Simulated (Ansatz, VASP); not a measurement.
## Two plane-wave programs on TiTe2

```xyz
3
Lattice="3.7770 0.0000 0.0000 -1.8885 3.2710 0.0000 0.0000 0.0000 6.4980" Properties=species:S:1:pos:R:3 pbc="T T T"
Ti    0.0000    0.0000    0.0000
Te    1.8885    1.0903    1.7077
Te    0.0000    2.1807    4.7903
```

Alike in both runs: task single point; functional PBE; dispersion D3(BJ); k mesh 6 × 6 × 4; occupations gaussian, width 0.1 eV; no spin polarisation.

|  | VASP | Ansatz |
| --- | --- | --- |
| version | VASP 6.6.1 | Ansatz 0.2.0 |
| potentials or method | VASP PAW PBE potentials, release 64 (Ti_sv, Te) | scalar-relativistic, plane waves, PAW |
| plane-wave cutoff (eV) | 520 | 420 |
| valence electrons in the cell | 24 | 44 |

VASP gave:

```
gap on the k mesh at the Fermi level (eV)       : none
pressure (GPa)                                  : -2.3
largest component of the traceless stress (GPa) : 0.09
rms of the force components (eV/Å)              : 0.009
```

Which values does Ansatz return?

gap on the k mesh at the Fermi level (eV): none; pressure (GPa): -2.1; largest component of the traceless stress (GPa): 0.09; rms of the force components (eV/Å): 0.015.

Atom by atom the forces differ by 0.006 eV/Å (rms over components). A gap of «none» marks a metal or a gap that the smearing closes. With one functional, cell and mesh, what is left measures potentials, basis and numerics. The two sets of potentials don't hold the same shells in valence.

The runs have no spin-orbit coupling, so splittings on Te are missing.
